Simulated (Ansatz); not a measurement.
The system is Nb.

```xyz
1
Lattice="-1.6640 1.6640 1.6640 1.6640 -1.6640 1.6640 1.6640 1.6640 -1.6640" Properties=species:S:1:pos:R:3 pbc="T T T"
Nb    0.0000    0.0000    0.0000
```

Base run:

```yaml
Program: Ansatz 0.2.0
Functional: revPBE
Potentials_or_basis: Ansatz PAW
Cutoff: "420 eV (not typed: the program's choice for these potentials)"
k_mesh: 11 × 11 × 11
Occupations: fermi-dirac, width 0.05 eV
Spin: no spin polarisation
```

Its results: band gap on the k mesh none (metal or under the smearing width); pressure 0.0 GPa.

**Question.** The run is repeated on the same cell with these changes: functional from revPBE to BLYP. What comes out?

**Answer.** Band gap on the k mesh none (metal or under the smearing width); pressure 4.1 GPa.

Caveats: the PAW data sets come from PBE, with cores solved anew for the run's functional, which leaves a small shift of forces and pressure.
